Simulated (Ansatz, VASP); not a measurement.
Mo in VASP and in Ansatz

```xyz
1
Lattice="-1.5943 1.5943 1.5943 1.5943 -1.5943 1.5943 1.5943 1.5943 -1.5943" Properties=species:S:1:pos:R:3 pbc="T T T"
Mo    0.0000    0.0000    0.0000
```

Change from the starting cell: volume scaled by 1.02.

Alike in both runs: task single point; functional PBEsol; k mesh 12 × 12 × 12; occupations fermi-dirac, width 0.05 eV; no spin polarisation.

|  | VASP | Ansatz |
| --- | --- | --- |
| version | VASP 6.6.1 | Ansatz 0.2.0 |
| potentials or method | VASP PAW PBE potentials, release 64 (Mo_sv), cutoff 520 eV | all-electron LAPW, scalar-relativistic |

Ansatz gave:

* gap on the k mesh at the Fermi level (eV): none
* pressure (GPa): -14.2

Problem. Estimate VASP's values.

Solution. gap on the k mesh at the Fermi level (eV): none; pressure (GPa): -13.8.

A gap of «none» marks a metal or a gap that the smearing closes. Ansatz ran all-electron here, so the differences hold the error of VASP's frozen core and of both bases.

Caveats: the PAW data sets were made with another functional, which shifts forces and pressure a little (VASP).
